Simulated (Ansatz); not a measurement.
# BaHfO3: optical spectrum from first principles

Wanted: where BaHfO3 starts to absorb, how strongly, and its refractive index.

Program: Ansatz 0.2.0. Level of theory: DFT, PBEsol, plane-wave PAW, default files, scalar-relativistic, independent-particle optical response without local fields. Results are calculated unless marked as measured.

## 1. Starting point

Symmetry: P4mm, No. 99, tetragonal system. The conventional cell has a = 4.170 Å, b = 4.170 Å, c = 4.170 Å, α = 90.00°, β = 90.00°, γ = 90.00°. Nearest to Hf lie 6 O at 2.08 to 2.09 Å. Ba has 12 O at 2.94 to 2.96 Å nearest. O has 2 Hf at 2.08 to 2.09 Å and 4 Ba at 2.95 Å nearest. O has 2 Hf at 2.08 Å and 4 Ba at 2.94 to 2.96 Å nearest. Farther neighbours and most contacts between anions are not listed.

## 2. Ground state and bands

First the ground state: is it a metal or has it a gap?

This step: DFT, PBEsol, plane-wave PAW, default files, scalar-relativistic, ground state (Ansatz 0.2.0).

Input file input.yaml:

```yaml
crystal:
  lattice:
    - [4.1695667999, 0.0, 0.0]
    - [0.0, 4.1695667999, 0.0]
    - [0.0, 0.0, 4.1703766343]
  atoms:
    - { symbol: Hf, position: [0.0, 0.0, 0.49787533] }
    - { symbol: Ba, position: [0.5, 0.5, 0.99642496] }
    - { symbol: O, position: [0.0, 0.0, 0.99794122] }
    - { symbol: O, position: [0.5, 0.0, 0.49889014] }
    - { symbol: O, position: [0.0, 0.5, 0.49889014] }
kpoints:
  mp_grid: { grid: [6, 6, 6] }
  band_path:
    path:
      - [[0.0, 0.0, 0.0], [0.0, 0.5, 0.0], [0.5, 0.5, 0.0], [0.0, 0.0, 0.0], [0.0, 0.0, 0.5], [0.0, 0.5, 0.5], [0.5, 0.5, 0.5], [0.0, 0.0, 0.5]]
      - [[0.0, 0.5, 0.0], [0.0, 0.5, 0.5]]
      - [[0.5, 0.5, 0.0], [0.5, 0.5, 0.5]]
    npoints: 5
scf:
  occupations: { method: fermi_dirac, width: 0.05 }
  n_extra_bands: 9
hamiltonian:
  xc: pbesol
  pseudopotentials: { kind: paw }
output:
  forces: true
  stress: true
  populations: true
  write_bands: true
```

The run is started by

```bash
> ansatz run input.yaml --threads 4 --pin off --max-ram 8192MiB --backend cpu --events-out ev --progress --plain --runs-dir out
```

The runs that follow: spectrum. Settings of the main run: response mesh 6×6×6, line width 0.1 eV, cutoff 420 eV, fixed occupations.

**Question.** What will these runs give for the gap on the path; least direct gap on the path; electronic dielectric constant ε∞, mean over x, y and z; and absorption onset, first axis?

Light drives vertical transitions, so the absorption sets in only above the least direct gap, 3.66 eV, apart from the broadening. At this level (PBEsol, independent particles) BaHfO3 has ε∞ = 4.94 and n = 2.23 at 1550 nm; absorption sets in near 3.7 eV, and Im ε peaks at 6.6 eV. The gap is indirect (3.57 eV), so absorption without phonons can begin only at the direct gap of 3.66 eV.

```
gap on the path                                                                                                                                     : 3.57 eV
least direct gap on the path                                                                                                                        : 3.66 eV
electronic dielectric constant ε∞, mean over x, y and z (by symmetry where fewer were run) (independent particles)                                  : 4.94
absorption onset, first axis (α over 10⁴ cm⁻¹, or the direct gap if that lies higher)                                                               : 3.73 eV
main peak of Im epsilon, first axis                                                                                                                 : 6.62 eV
photocurrent from vertical transitions in a film 500 nm thick on a perfect mirror (two passes), AM1.5G, no front reflection, all carriers collected : 0.159 mA/cm²
```

The absorption coefficient passes 10⁴ cm⁻¹ at 3.73 eV, in the ultraviolet, so the visible is passed. Distinct maxima of Im ε, read by a parabola through the highest points, lie at 6.62 eV (9.5), 8.85 eV (4.8), 9.63 eV (5.3) and 10.46 eV (6.5). The f-sum over the summed bands holds 27.6 of the cell's 54 electrons outside the frozen cores, 16 of which lie in bands more than 12 eV below the Fermi level, whose transitions come at higher energies. Up to 14 eV the strength has a mean oscillator energy of 8.2 eV, and these transitions give 77 % of ε∞ − 1 along x; the rest comes from higher ones. A film 1 µm thick would pass 73 % of daylight and look colourless, dimmed by reflection in transmission (x = 0.314, y = 0.331). Excitons and phonon-assisted transitions are missing, and so are local fields; PBEsol gaps are as a rule too small, which pulls the onset down and ε∞ up. In the base run ε includes the program's bounded estimate of what the bands above those summed add. Spin-orbit coupling is left out although heavy atoms are present.

[Logs are printed without paths, hosts, clocks, repeated set-up lines and the standing remarks that a program may print on its own settings, such as how far it seeks lower states.]

[Hosts, paths, dates, database ids (printed as entryN), source tags and the programs' standing remarks are cut or masked in the printed files.]
